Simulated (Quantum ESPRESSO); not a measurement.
# LiCl (Fm-3m) in Quantum ESPRESSO: further runs, part 2 of 3

Quantum ESPRESSO 7.5. The steps go on from the part before.

## Step 3: Phonons, vdW-DF-cx

The input, pw.in:

```
&CONTROL
  calculation = 'scf'
  prefix = 'pwscf'
  outdir = './tmp'
  pseudo_dir = './pseudo'
  tprnfor = .true.
  tstress = .true.
  disk_io = 'low'
/
&SYSTEM
  ibrav = 0
  nat = 2
  ntyp = 2
  ecutwfc = 74
  nbnd = 10
  input_dft = 'vdw-df-cx'
  occupations = 'smearing'
  smearing = 'fd'
  degauss = 0.00367493
/
&ELECTRONS
  conv_thr = 4d-10
  electron_maxstep = 120
  mixing_beta = 0.5
/
ATOMIC_SPECIES
Cl    35.4500 Cl.upf
Li     6.9400 Li.upf
CELL_PARAMETERS bohr
   0.0000000000    4.8467128727    4.8467128727
   4.8467128727    0.0000000000    4.8467128727
   4.8467128727    4.8467128727    0.0000000000
ATOMIC_POSITIONS bohr
Cl     4.8467128727    4.8467128727    4.8467128727
Li     0.0000000000    0.0000000000    0.0000000000
K_POINTS automatic
4 4 4 1 1 1
```

The input, relax.in:

```
&CONTROL
  calculation = 'vc-relax'
  prefix = 'pwscf'
  outdir = './tmp'
  pseudo_dir = './pseudo'
  tprnfor = .true.
  tstress = .true.
  disk_io = 'low'
  nstep = 40
  forc_conv_thr = 0.0001
  etot_conv_thr = 1d-06
/
&SYSTEM
  ibrav = 0
  nat = 2
  ntyp = 2
  ecutwfc = 74
  nbnd = 10
  input_dft = 'vdw-df-cx'
  occupations = 'smearing'
  smearing = 'fd'
  degauss = 0.00367493
/
&ELECTRONS
  conv_thr = 4d-10
  electron_maxstep = 120
  mixing_beta = 0.5
/
&IONS
  ion_dynamics = 'bfgs'
/
&CELL
  cell_dynamics = 'bfgs'
  press = 0
  press_conv_thr = 0.2
/
ATOMIC_SPECIES
Cl    35.4500 Cl.upf
Li     6.9400 Li.upf
CELL_PARAMETERS bohr
   0.0000000000    4.8467128727    4.8467128727
   4.8467128727    0.0000000000    4.8467128727
   4.8467128727    4.8467128727    0.0000000000
ATOMIC_POSITIONS bohr
Cl     4.8467128727    4.8467128727    4.8467128727
Li     0.0000000000    0.0000000000    0.0000000000
K_POINTS automatic
4 4 4 1 1 1
```

The input, scf2.in:

```
&CONTROL
  calculation = 'scf'
  prefix = 'pwscf'
  outdir = './tmp'
  pseudo_dir = './pseudo'
  tprnfor = .true.
  tstress = .true.
  disk_io = 'low'
/
&SYSTEM
  ibrav = 0
  nat = 2
  ntyp = 2
  ecutwfc = 74
  nbnd = 10
  input_dft = 'vdw-df-cx'
  occupations = 'fixed'
/
&ELECTRONS
  conv_thr = 1d-13
  electron_maxstep = 120
  mixing_beta = 0.5
  startingpot = 'file'
  startingwfc = 'file'
/
ATOMIC_SPECIES
Cl    35.4500 Cl.upf
Li     6.9400 Li.upf
CELL_PARAMETERS bohr
   0.0000000000    4.8253684688    4.8253684688
   4.8253684688    0.0000000000    4.8253684688
   4.8253684688    4.8253684688    0.0000000000
ATOMIC_POSITIONS bohr
Cl     4.8253684688    4.8253684688    4.8253684688
Li     0.0000000000    0.0000000000    0.0000000000
K_POINTS automatic
4 4 4 1 1 1
```

The input, ph.in:

```
phonons of LiCl
&INPUTPH
  prefix = 'pwscf'
  outdir = './tmp'
  tr2_ph = 1d-18
  fildyn = 'dyn'
  niter_ph = 90
  alpha_mix(1) = 0.7
  epsil = .true.
/
0.0000000000 0.0000000000 0.0000000000
```

The input, dynmat.in:

```
&INPUT
  fildyn = 'dyn'
  asr = 'crystal'
  lperm = .true.
  filout = 'dynmat.disp'
  fileig = 'dynmat.eig'
/
```

The input, dynmat_lo.in:

```
&INPUT
  fildyn = 'dyn'
  asr = 'crystal'
  filout = 'dynmat_lo.disp'
  fileig = 'dynmat_lo.eig'
  q(1) = 0
  q(2) = 0
  q(3) = 1
/
```

Potentials or basis: PseudoDojo 0.4.1 SR PBE standard.

Command:

```bash
OMP_NUM_THREADS=1 pw.x -in pw.in > pw.out
OMP_NUM_THREADS=1 pw.x -in relax.in > relax.out
OMP_NUM_THREADS=1 pw.x -in scf2.in > scf2.out
OMP_NUM_THREADS=1 ph.x -in ph.in > ph.out
OMP_NUM_THREADS=1 dynmat.x -in dynmat.in > dynmat.out
OMP_NUM_THREADS=1 dynmat.x -in dynmat_lo.in > dynmat_lo.out
```

pw.out:

```text
This program is part of the open-source Quantum ESPRESSO suite
     for quantum simulation of materials; please cite
         "P. Giannozzi et al., J. Phys.:Condens. Matter 21 395502 (2009);
         "P. Giannozzi et al., J. Phys.:Condens. Matter 29 465901 (2017);
         "P. Giannozzi et al., J. Chem. Phys. 152 154105 (2020);
     in publications or presentations arising from this work. More details at

     IMPORTANT: XC functional enforced from input :
     Exchange-correlation= VDW-DF-CX
                           (   1   4  27   0   1   0   0)
     Any further DFT definition will be discarded
     Please, verify this is what you really want

     Message from routine setup:
     using ibrav=0 with symmetry is DISCOURAGED, use correct ibrav instead

     G-vector sticks info
     --------------------
     sticks:   dense  smooth     PW     G-vecs:    dense   smooth      PW
     Sum         955     955    283                19603    19603    3143

     Using Slab Decomposition

     bravais-lattice index     =            0
     lattice parameter (alat)  =       6.8543  a.u.
     unit-cell volume          =     227.7046 (a.u.)^3
     number of atoms/cell      =            2
     number of atomic types    =            2
     number of electrons       =        10.00
     number of Kohn-Sham states=           10
     kinetic-energy cutoff     =      74.0000  Ry
     charge density cutoff     =     296.0000  Ry
     scf convergence threshold =      4.0E-10
     mixing beta               =       0.5000
     number of iterations used =            8  plain     mixing
     Exchange-correlation= VDW-DF-CX
                           (   1   4  27   0   1   0   0)

     celldm(1)=   6.854287  celldm(2)=   0.000000  celldm(3)=   0.000000
     celldm(4)=   0.000000  celldm(5)=   0.000000  celldm(6)=   0.000000

     crystal axes: (cart. coord. in units of alat)
               a(1) = (   0.000000   0.707107   0.707107 )
               a(2) = (   0.707107   0.000000   0.707107 )
               a(3) = (   0.707107   0.707107   0.000000 )

     reciprocal axes: (cart. coord. in units 2 pi/alat)
               b(1) = ( -0.707107  0.707107  0.707107 )
               b(2) = (  0.707107 -0.707107  0.707107 )
               b(3) = (  0.707107  0.707107 -0.707107 )

     PseudoPot. # 1 for Cl read from file:
     Cl.upf
     Pseudo is Norm-conserving + core correction, Zval =  7.0
     Generated using ONCVPSP code by D. R. Hamann
     Using radial grid of 1028 points,  6 beta functions with:
                l(1) =   0
                l(2) =   0
                l(3) =   1
                l(4) =   1
                l(5) =   2
                l(6) =   2
[... 63 lines left out ...]
     %  * vdW-DF3 is now available. DOI: 10.1021/acs.jctc.0c00471           %
     %    use with input_dft = 'vdW-DF3-opt1' or 'vdW-DF3-opt2'             %
     %                                                                      %
     %  * Unscreened and range-separated hybrid vdW-DF-cx functionals       %
     %    DOI: 10.1063/1.4986522 and 10.1088/1361-648X/ac2ad2               %
     %    use with input_dft = 'vdW-DF-cx0'    and 'vdW-DF-ahcx'            %
     %  * Unscreened and range-separated hybrid vdW-DF2-b86r functionals    %
     %    DOI: 10.1063/1.4986522 and DOI: 10.1103/PhysRevX.12.041003        %
     %    use with input_dft = 'vdW-DF2-br0' and 'vdW-DF2-ahbr'             %
     %                                                                      %
     %%%%%%%%%%%%%%%%%%%%%%%%%%%%%%%%%%%%%%%%%%%%%%%%%%%%%%%%%%%%%%%%%%%%%%%%

     Starting wfcs are    6 randomized atomic wfcs +    4 random wfcs

     Self-consistent Calculation

     iteration #  1     ecut=    74.00 Ry     beta= 0.50
     Davidson diagonalization with overlap
     ethr =  1.00E-02,  avg # of iterations =  6.0

     Threshold (ethr) on eigenvalues was too large:
     Diagonalizing with lowered threshold

     Davidson diagonalization with overlap
     ethr =  1.89E-04,  avg # of iterations =  3.9

     total energy              =     -47.45111583 Ry
     estimated scf accuracy    <       0.01848198 Ry
[... 43 lines left out ...]
     iteration #  8     ecut=    74.00 Ry     beta= 0.50
     Davidson diagonalization with overlap
     ethr =  8.82E-12,  avg # of iterations =  2.0

     End of self-consistent calculation

          k = 0.0884 0.0884 0.0884 (  2463 PWs)   bands (ev):

   -41.5587 -11.6723   1.1209   1.6083   1.6083   8.4650  12.6781  13.3530
    13.3530  14.6303

          k = 0.2652 0.2652-0.0884 (  2461 PWs)   bands (ev):

   -41.5572 -11.3516  -0.2574   0.9707   1.5370   9.3423  11.8348  11.8850
    12.6496  15.0905

          k =-0.2652-0.2652 0.4419 (  2446 PWs)   bands (ev):
[... 16 lines left out ...]
   -41.5556 -10.9731  -0.7662  -0.0987   0.7441  10.3051  11.4953  12.1763
    13.2324  16.4353

          k = 0.0884-0.2652 0.4419 (  2447 PWs)   bands (ev):

   -41.5563 -11.1389  -0.6752   0.4351   1.1535  10.0441  11.0299  11.9830
    13.0315  15.9551

          k =-0.6187 0.0884 0.0884 (  2442 PWs)   bands (ev):

   -41.5557 -10.9679  -1.0645   0.3719   0.6521   9.7043  10.3752  13.4290
    14.6787  15.8204

          k = 0.2652 0.2652 0.2652 (  2455 PWs)   bands (ev):
[... 6 lines left out ...]
   -41.5559 -11.0454  -0.7612   0.0232   1.1113   9.7432  11.6425  12.2507
    13.0795  16.8130

     the Fermi energy is     2.7807 ev

!    total energy              =     -47.45458560 Ry
     estimated scf accuracy    <          2.7E-11 Ry
     smearing contrib. (-TS)   =      -0.00000000 Ry
     internal energy E=F+TS    =     -47.45458560 Ry

     The total energy is F=E-TS. E is the sum of the following terms:
     one-electron contribution =     -10.48228847 Ry
     hartree contribution      =       7.58384463 Ry
     xc contribution           =     -12.40127829 Ry
     ewald contribution        =     -32.15486348 Ry

     convergence has been achieved in   8 iterations

     Forces acting on atoms (cartesian axes, Ry/au):

     atom    1 type  1   force =    -0.00000000    0.00000000    0.00000000
     atom    2 type  2   force =     0.00000000    0.00000000    0.00000000

     Total force =     0.000000     Total SCF correction =     0.000000

     Computing stress (Cartesian axis) and pressure

          total   stress  (Ry/bohr**3)                   (kbar)     P=       -4.42
  -0.00003005   0.00000000  -0.00000000           -4.42        0.00       -0.00
   0.00000000  -0.00003005  -0.00000000            0.00       -4.42       -0.00
  -0.00000000  -0.00000000  -0.00003005           -0.00       -0.00       -4.42

=------------------------------------------------------------------------------=
   JOB DONE.
=------------------------------------------------------------------------------=
```

relax.out:

```text
This program is part of the open-source Quantum ESPRESSO suite
     for quantum simulation of materials; please cite
         "P. Giannozzi et al., J. Phys.:Condens. Matter 21 395502 (2009);
         "P. Giannozzi et al., J. Phys.:Condens. Matter 29 465901 (2017);
         "P. Giannozzi et al., J. Chem. Phys. 152 154105 (2020);
[... 1254 lines left out ...]
  -0.00000000  -0.00000009  -0.00000000           -0.00       -0.01       -0.00
   0.00000000  -0.00000000  -0.00000009            0.00       -0.00       -0.01

=------------------------------------------------------------------------------=
   JOB DONE.
=------------------------------------------------------------------------------=
```

scf2.out:

```text
This program is part of the open-source Quantum ESPRESSO suite
     for quantum simulation of materials; please cite
         "P. Giannozzi et al., J. Phys.:Condens. Matter 21 395502 (2009);
         "P. Giannozzi et al., J. Phys.:Condens. Matter 29 465901 (2017);
         "P. Giannozzi et al., J. Chem. Phys. 152 154105 (2020);
[... 227 lines left out ...]
   0.00000000  -0.00000008   0.00000000            0.00       -0.01        0.00
   0.00000000   0.00000000  -0.00000008            0.00        0.00       -0.01

=------------------------------------------------------------------------------=
   JOB DONE.
=------------------------------------------------------------------------------=
```

Wall time 5.5 min (1 thread of Intel Xeon 6975P-C (Granite Rapids), shared host); peak memory 0.17 GiB.

What came out:

```
Free energy                                             : -645.6531 eV
Relaxed volume                                          : 16.65 Å³/atom
Relaxed cell                                            : a = 3.611 Å, b = 3.611 Å, c = 3.611 Å, α = 60.00°, β = 60.00°, γ = 60.00°
Space group after relaxing (to 0.05 Å)                  : Fm-3m (No. 225)
Pressure after relaxing                                 : 0.0 GPa
Electronic dielectric tensor (diagonal)                 : 2.98
Born charges (mean of the diagonal)                     : Cl -1.17; Li +1.17 e
Highest phonon frequency at Γ, LO-TO splitting left out : 231 cm⁻¹
Static dielectric tensor (diagonal)                     : 9.97
```

Step by step:
| step | energy change (eV) | largest force (eV/Å) | pressure (GPa) | volume (Å³) |
| --- | --- | --- | --- | --- |
| 1 | 0.0000 | 0.0000 | -0.44 | 33.74 |
| 2 | -0.0002 | 0.0000 | -0.37 | 33.67 |
| 3 | -0.0004 | 0.0000 | -0.26 | 33.55 |
| 4 | -0.0006 | 0.0000 | -0.09 | 33.38 |
| 5 | -0.0006 | 0.0000 | 0.00 | 33.30 |
| 6 | -0.0006 | 0.0000 | 0.00 | 33.30 |

Final structure:
```
Cl Li
1.0
     0.00000    2.55348    2.55348
     2.55348    0.00000    2.55348
     2.55348    2.55348    0.00000
Cl Li
1 1
Direct
  0.50000 0.50000 0.50000
  0.00000 0.00000 0.00000
```

Phonon frequencies in cm⁻¹ (negative: imaginary):
```
              q point           frequencies
(0.000, 0.000, 0.000)  39 39 39 231 231 231
```

Electronic dielectric tensor:
```
2.98 0.00 0.00
0.00 2.98 0.00
0.00 0.00 2.98
```

Born effective charge tensors (e):
atom 1, Cl
```
-1.17  0.00  0.00
 0.00 -1.17  0.00
 0.00  0.00 -1.17
```
atom 2, Li
```
1.17 0.00 0.00
0.00 1.17 0.00
0.00 0.00 1.17
```

Optical modes at Γ, degenerate ones joined, polar ones without the macroscopic field:
| cm⁻¹ | components | symmetry | active in | IR intensity, summed ((D/Å)²/amu) |
| --- | --- | --- | --- | --- |
| 223 | 3 | T1u | IR | 16.25 |

Zone-centre frequencies without and with the macroscopic field along z (cm⁻¹):
|  | optical modes in rising order |
| --- | --- |
| without | 223 223 223 |
| with the field | 223 223 408 |

Static dielectric tensor, electrons and zone-centre modes:
```
9.97 0.00 0.00
0.00 9.97 0.00
0.00 0.00 9.97
```

Caveat: the potentials were made for another functional, which shifts forces and pressure; before the sum rule the acoustic modes lie tens of cm⁻¹ from zero, a sign that the density grid also shifts the optical modes.

(Continued in part 3 of 3.)
